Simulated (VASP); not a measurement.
# BaTiO3 (Pm-3m) in VASP: notebook

The runs below take BaTiO3 through relaxation of cell and atoms, with PBEsol, PBE.

Everything below comes from runs of VASP 6.6.1. Logs are shortened: lines on timing, memory, paths and dates and some standing lists are left out, and cuts for length are marked.

## (1) Starting point

It takes space group Pm-3m (No. 221, cubic). The conventional cell has a = 4.006 Å, b = 4.006 Å, c = 4.006 Å, α = 90.00°, β = 90.00°, γ = 90.00°. Ba (site symmetry m-3m) is surrounded by 12 O at 2.83 Å. Ti (site symmetry m-3m) is surrounded by 6 O at 2.00 Å. O (site symmetry 4/mmm) has 2 Ti at 2.00 Å as nearest neighbours.

## (2) Relaxation of cell and atoms, PBEsol

INCAR reads:

```
SYSTEM = BaTiO3
ALGO = Normal ; EDIFF = 1E-6
EDIFFG = -0.01 ; ENCUT = 600
GGA = PS ; IBRION = 2
ISIF = 3 ; ISMEAR = 0
LASPH = .True. ; LCHARG = .False.
LREAL = .False. ; LWAVE = .False.
NELM = 80 ; NSW = 90
PREC = Accurate ; SIGMA = 0.03
```

KPOINTS reads:

```
k-points
0
Gamma
  8 8 8
  0 0 0
```

POSCAR reads:

```
BaTiO3
1.0
    4.0060000000      0.0000000000      0.0000000000
    0.0000000000      4.0060000000      0.0000000000
    0.0000000000      0.0000000000      4.0060000000
Ba Ti O
1 1 3
Direct
    0.5000000000      0.5000000000      0.5000000000
    0.0000000000      0.0000000000      0.0000000000
    0.5000000000      0.0000000000      0.0000000000
    0.0000000000      0.5000000000      0.0000000000
    0.0000000000      0.0000000000      0.5000000000
```

Potentials or basis: VASP PAW PBE potentials, release 64 (Ba_sv, Ti_sv, O).

Command:

```sh
$ cat potpaw_PBE.64/Ba_sv/POTCAR potpaw_PBE.64/Ti_sv/POTCAR potpaw_PBE.64/O/POTCAR > POTCAR
$ mpirun -np 1 vasp_std > vasp.out
```

OUTCAR:

```text
SYSTEM = BaTiO3
   EDIFF = 1E-6
   EDIFFG = -0.01
   ENCUT = 600
   GGA = PS
   IBRION = 2
   ISIF = 3
   ISMEAR = 0
   LASPH = .True.
   LREAL = .False.
   NELM = 80
   NSW = 90
   PREC = Accurate

 ion  position               nearest neighbor table
   1  0.500  0.500  0.500-   3 2.83   4 2.83   5 2.83   3 2.83   4 2.83   3 2.83   5 2.83   3 2.83
                             4 2.83   5 2.83   4 2.83   5 2.83   2 3.47   2 3.47   2 3.47   2 3.47
   2  0.000  0.000  0.000-   3 2.00   4 2.00   5 2.00   5 2.00   4 2.00   3 2.00   1 3.47   1 3.47
                             1 3.47   1 3.47   1 3.47   1 3.47   1 3.47   1 3.47
   3  0.500  0.000  0.000-   2 2.00   2 2.00   1 2.83   1 2.83   1 2.83   1 2.83
   4  0.000  0.500  0.000-   2 2.00   2 2.00   1 2.83   1 2.83   1 2.83   1 2.83
   5  0.000  0.000  0.500-   2 2.00   2 2.00   1 2.83   1 2.83   1 2.83   1 2.83

  LATTYP: Found a simple cubic cell.
 ALAT       =     4.0060000000

  Lattice vectors:

 A1 = (   4.0060000000,   0.0000000000,   0.0000000000)
 A2 = (   0.0000000000,   4.0060000000,   0.0000000000)
 A3 = (   0.0000000000,   0.0000000000,   4.0060000000)

Analysis of symmetry for initial positions (statically):
=====================================================================
 Subroutine PRICEL returns:
 Original cell was already a primitive cell.

 Routine SETGRP: Setting up the symmetry group for a
 simple cubic supercell.

 Subroutine GETGRP returns: Found 48 space group operations
 (whereof 48 operations were pure point group operations)
 out of a pool of 48 trial point group operations.

The static configuration has the point symmetry O_h .

Analysis of symmetry for dynamics (positions and initial velocities):
=====================================================================
 Subroutine PRICEL returns:
 Original cell was already a primitive cell.

 Routine SETGRP: Setting up the symmetry group for a
 simple cubic supercell.

 Subroutine GETGRP returns: Found 48 space group operations
 (whereof 48 operations were pure point group operations)
 out of a pool of 48 trial point group operations.

The dynamic configuration has the point symmetry O_h .

 Subroutine INISYM returns: Found 48 space group operations
 (whereof 48 operations are pure point group operations),
 and found     1 'primitive' translations

[... 107 lines left out ...]
   ISYM   =      2    0-nonsym 1-usesym 2-fastsym
   POTIM  = 0.5000    time-step for ionic-motion
   TEBEG  =    0.0;   TEEND  =   0.0 temperature during run
   PSTRESS=    0.0 pullay stress
   NELECT =      40.0000    total number of electrons
   NUPDOWN=      -1.0000    fix difference up-down
   EMIN   =  10.00;   EMAX   =-10.00  energy-range for DOS
   EFERMI =   0.00;   METHOD = LEGACY
   ISMEAR =     0;   SIGMA  =   0.03  broadening in eV -4-tet -1-fermi 0-gaus
   EFERMI_NEDOS =   21; number of points for ismear=-14 and -15
   IALGO  =     38    algorithm
   IMIX   =      4    mixing-type and parameters
     AMIX     =   0.40;   BMIX     =  1.00
     AMIX_MAG =   1.60;   BMIX_MAG =  1.00
  volume/ion in A,a.u.               =      12.86        86.77
  Fermi-wavevector in a.u.,A,eV,Ry     =   1.397603  2.641087 26.576187  1.953295
  Thomas-Fermi vector in A             =   2.520843
   LORBIT       =      0    0 simple, 1 ext, 2 COOP (PROOUT), +10 PAW based schemes
   GGA     = PS    functional components
   LHFCALC =     F    Hartree Fock is set to
   AEXX    =    0.0000 exact exchange contribution
   IVDW    =     0    specifies the selected vdW correction
   LEPSILON=     F    determine dielectric tensor
   LRPA    =     F    only Hartree local field effects (RPA)
 conjugate gradient relaxation of ions
 non-spin polarized calculation
 Gauss-broadening in eV      SIGMA  =   0.03
  energy-cutoff  :      600.00
  volume of cell :       64.29
 maximum number of plane-waves:      2176
   NGX = 17   NGY = 17   NGZ = 17

--------------------------------------- Ionic step        1  -------------------------------------------

 number of electron      39.9999998 magnetization

 Free energy of the ion-electron system (eV)
  ---------------------------------------------------
  ext. energy  EPLUGINS =         0.00000000
  ---------------------------------------------------
  free energy    TOTEN  =       -41.97915182 eV

  energy without entropy =      -41.97915182  energy(sigma->0) =      -41.97915182

------------------------ aborting loop because EDIFF is reached ----------------------------------------

  FORCE on cell =-STRESS in cart. coord.  units (eV):
  Direction    XX          YY          ZZ          XY          YZ          ZX
  --------------------------------------------------------------------------------------
  -------------------------------------------------------------------------------------
  Total       -1.1776369     -1.1776369     -1.1776369     -0.0000000      0.0000000     -0.0000000
  in kB      -29.3487194    -29.3487194    -29.3487194     -0.0000000      0.0000000     -0.0000000
  external PRESSURE =     -29.3487194 kB  Pullay stress =       0.0000000 kB
[... 65 lines left out ...]
--------------------------------------- Ionic step        3  -------------------------------------------

 number of electron      39.9999986 magnetization

 Free energy of the ion-electron system (eV)
  ---------------------------------------------------
  ext. energy  EPLUGINS =         0.00000000
  ---------------------------------------------------
  free energy    TOTEN  =       -41.98943879 eV

  energy without entropy =      -41.98943879  energy(sigma->0) =      -41.98943879

 E-fermi :   4.1223     XC(G=0): -11.5946

 val. band max:        3.8025947846   @ k =   0.5000   0.5000   0.5000
 cond. band min:       5.5304505469   @ k =   0.0000   0.0000   0.0000
 fundamental gap:      1.7278557623
 Fermi energy:         4.1223251082

 k-point     1 :       0.0000    0.0000    0.0000
  band No.  band energies     occupation
      1     -52.5048      2.00000
      2     -28.8375      2.00000
      3     -28.8375      2.00000
      4     -28.8375      2.00000
      5     -20.9230      2.00000
      6     -13.0459      2.00000
[... 637 lines left out ...]
     23       7.7161      0.00000
     24       9.1607      0.00000

 [... further k-points ...]

------------------------ aborting loop because EDIFF is reached ----------------------------------------

  FORCE on cell =-STRESS in cart. coord.  units (eV):
  Direction    XX          YY          ZZ          XY          YZ          ZX
  --------------------------------------------------------------------------------------
  -------------------------------------------------------------------------------------
  Total       -0.0012796     -0.0012796     -0.0012796     -0.0000000     -0.0000000     -0.0000000
  in kB       -0.0324439     -0.0324439     -0.0324439     -0.0000000     -0.0000000     -0.0000000
  external PRESSURE =      -0.0324439 kB  Pullay stress =       0.0000000 kB
[... 20 lines left out ...]
  FREE ENERGIE OF THE ION-ELECTRON SYSTEM (eV)
  ---------------------------------------------------
  free  energy   TOTEN  =       -41.9894387902 eV

  energy  without entropy=      -41.9894387902  energy(sigma->0) =      -41.98943879

 reached required accuracy - stopping structural energy minimisation
```

OSZICAR:

```text
N       E                     dE             d eps       ncg     rms          rms(c)
DAV:   1     0.478137947885E+03    0.47814E+03   -0.22892E+04  1680   0.198E+03
DAV:   2    -0.103858214726E+01   -0.47918E+03   -0.47194E+03  2080   0.501E+02
DAV:   3    -0.500919964136E+02   -0.49053E+02   -0.46526E+02  2056   0.152E+02
[... 30 lines left out ...]
DAV:   5    -0.419888904216E+02   -0.37688E-03   -0.13006E-03  2464   0.288E-01    0.102E-01
DAV:   6    -0.419893085780E+02   -0.41816E-03   -0.10117E-03  2408   0.161E-01    0.729E-02
DAV:   7    -0.419894355072E+02   -0.12693E-03   -0.26037E-04  2424   0.978E-02    0.181E-02
DAV:   8    -0.419894387085E+02   -0.32013E-05   -0.20108E-05  2136   0.277E-02    0.949E-03
DAV:   9    -0.419894387902E+02   -0.81706E-07   -0.37188E-06  1888   0.135E-02
   3 F= -.41989439E+02 E0= -.41989439E+02  d E =-.102870E-01
```

CONTCAR:

```text
BaTiO3
   1.00000000000000
     3.9830828737348627   -0.0000000000000000   -0.0000000000000000
    -0.0000000000000000    3.9830828737348627   -0.0000000000000000
    -0.0000000000000000    0.0000000000000000    3.9830828737348627
  Ba              Ti              O
     1     1     3
Direct
     0.5000000000000000    0.5000000000000000    0.5000000000000000
     0.0000000000000000    0.0000000000000000    0.0000000000000000
     0.5000000000000000    0.0000000000000000    0.0000000000000000
     0.0000000000000000    0.5000000000000000    0.0000000000000000
     0.0000000000000000    0.0000000000000000    0.5000000000000000

  0.00000000E+00  0.00000000E+00  0.00000000E+00
  0.00000000E+00  0.00000000E+00  0.00000000E+00
  0.00000000E+00  0.00000000E+00  0.00000000E+00
  0.00000000E+00  0.00000000E+00  0.00000000E+00
  0.00000000E+00  0.00000000E+00  0.00000000E+00
```

Run time: 49 s. Hardware: 1 thread of Intel Xeon 6975P-C (Granite Rapids), shared host; peak memory 0.23 GiB.

What came out:

| Quantity | Value |
| --- | --- |
| Free energy | -41.9894 eV |
| Relaxed volume | 12.64 Å³/atom |
| Relaxed cell | a = 3.983 Å, b = 3.983 Å, c = 3.983 Å, α = 90.00°, β = 90.00°, γ = 90.00° |
| Space group after relaxing (to 0.05 Å) | Pm-3m (No. 221) |
| Energy gained by relaxing | 2.1 meV/atom |
| Ionic steps | 3 |
| Pressure after relaxing | 0.0 GPa |
| Band gap on the k mesh | 1.73 eV, indirect (least direct gap 1.86 eV) |

Step by step:
```csv
step,energy change (eV),largest force (eV/Å),pressure (GPa),volume (Å³)
1,0.0000,0.0000,-2.93,64.29
2,0.0001,0.0000,3.16,62.12
3,-0.0103,0.0000,0.00,63.19
```

Final structure:
```xyz
5
Lattice="3.9831 0.0000 0.0000 0.0000 3.9831 0.0000 0.0000 0.0000 3.9831" Properties=species:S:1:pos:R:3 pbc="T T T"
Ba    1.9915    1.9915    1.9915
Ti    0.0000    0.0000    0.0000
O     1.9915    0.0000    0.0000
O     0.0000    1.9915    0.0000
O     0.0000    0.0000    1.9915
```

Caveat: the PAW data sets were made with another functional, which shifts forces and pressure a little; spin-orbit coupling is left out, which moves the levels of the heavy elements.

(Part 1 of 2 ends here.)
